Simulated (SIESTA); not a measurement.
**Ta under changes of volume**

One of the cells (18.819 Å³/atom); the others are scaled copies at fixed shape and fractional positions:

```
Ta
1.0
     2.90037    0.00000    0.00000
    -1.45019    2.51180    0.00000
     0.00000    0.00000    5.16627
Ta
2
Direct
  0.33333 0.66667 0.25000
  0.66667 0.33333 0.75000
```

This isn't the form of Ta at room conditions, which is bcc.

```yaml
Program: SIESTA 5.4.2
Functional: LDA
Potentials_or_basis: PseudoDojo 0.4 standard (LDA files)
Basis: DZP (energy shift 0.003 Ry; two zetas on semicore shells)
Grid_cutoff: 800 Ry
Energy_shift: 0.003 Ry
k_mesh: 11 × 11 × 5
Occupations: fermi-dirac, width 0.05 eV
Spin: no spin polarisation
```

```tsv
volume (Å³/atom)	energy over the lowest point (meV/atom)	pressure (GPa)
17.689	0.00	0.3
18.066	4.96	-4.3
18.442	20.19	-8.4
18.819	?	?
19.195	77.23	-15.5
19.571	117.42	-18.5
19.948	164.36	-21.2
```

Q: What does the run at 18.819 Å³/atom give?

A: Energy over the lowest point 44.56 meV/atom; pressure -12.1 GPa.

Worked out: A Birch-Murnaghan fit of order 3 (a polynomial in V^(-2/3)) to the other rows has its minimum at 17.71 Å³/atom with B0 = V·E''(V) = 226 GPa and B' = 3.9 at fixed shape and positions, which overstates the stiffness. It gives 44.60 meV/atom at 18.819 Å³/atom, against the run's 44.56, and -dE/dV = -12.2 GPa, against -12.1.

Energies are extrapolated to zero smearing.

Caveats: short orbitals over semicore shells can move pressures by several GPa; the basis of atomic orbitals isn't converged, which shifts pressures, moduli and gaps.
